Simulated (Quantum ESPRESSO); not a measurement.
Cu:

```xyz
2
Lattice="1.2185 -3.9764 0.0000 1.2185 3.9764 0.0000 0.0000 0.0000 2.4755" Properties=species:S:1:pos:R:3 pbc="T T T"
Cu    1.2185   -2.9118    1.8566
Cu    1.2185    2.9118    0.6189
```

This isn't the form of Cu at room conditions, which is fcc.

- Program: Quantum ESPRESSO 7.5
- Task: relaxation of cell and atoms
- Functional: PBEsol
- Dispersion: D3(BJ)
- Potentials or basis: GBRV 1.5 PBEsol
- Cutoff: 762 eV
- Density cutoff: 6095 eV
- k mesh: 6 × 6 × 6
- Occupations: fermi-dirac, width 0.05 eV
- Spin: no spin polarisation

At the start: pressure -6.7 GPa; volume 11.99 Å³/atom.

Problem. Where does the relaxation end?

Solution. Over 23 steps the energy falls by 10.6 meV/atom and the volume is 11.48 Å³/atom (-4.3 %); space group Cmcm (No. 63, to 0.05 Å).

The path:
| step | energy change (eV) | largest force (eV/Å) | pressure (GPa) | volume (Å³) |
| --- | --- | --- | --- | --- |
| 1 | 0.0000 | 0.0060 | -6.74 | 23.99 |
| 2 | -0.0066 | 0.0153 | -5.69 | 23.81 |
| 3 | -0.0154 | 0.0327 | -3.58 | 23.48 |
| 4 | -0.0202 | 0.0517 | -0.71 | 23.06 |
| 5 | -0.0175 | 0.0528 | 2.47 | 22.66 |
| 6 | -0.0178 | 0.0497 | 2.34 | 22.67 |
| 7 | -0.0183 | 0.0436 | 2.08 | 22.70 |
| 8 | -0.0190 | 0.0355 | 1.78 | 22.74 |
| 9 | -0.0197 | 0.0257 | 1.40 | 22.79 |
| 10 | -0.0204 | 0.0140 | 0.83 | 22.85 |
| 11 | -0.0209 | 0.0027 | 0.31 | 22.92 |
| 12 | -0.0212 | 0.0071 | -0.13 | 22.99 |
| 13 | -0.0212 | 0.0070 | -0.13 | 22.99 |
| 14 | -0.0212 | 0.0067 | -0.12 | 22.99 |
| 15 | -0.0212 | 0.0065 | -0.19 | 22.98 |
| 16 | -0.0212 | 0.0060 | -0.16 | 22.98 |
| 17 | -0.0212 | 0.0054 | -0.17 | 22.98 |
| 18 | -0.0212 | 0.0047 | -0.16 | 22.98 |
| 19 | -0.0212 | 0.0039 | -0.16 | 22.98 |
| 20 | -0.0212 | 0.0028 | -0.11 | 22.98 |
| 21 | -0.0212 | 0.0017 | -0.10 | 22.97 |
| 22 | -0.0212 | 0.0004 | -0.08 | 22.97 |
| 23 | -0.0212 | 0.0011 | -0.05 | 22.97 |

Final structure:
```
Cu
1.0
     1.19238   -3.95193    0.00000
     1.19238    3.95193    0.00000
     0.00000    0.00000    2.43710
Cu
2
Cartesian
  1.1924 -2.8990 1.8278
  1.1924 2.8990 0.6093
```

Caveat: the k mesh is coarse (spacing up to 0.45 Å⁻¹), so the values aren't converged; pairwise dispersion overbinds metals, which lowers pressure and volume.
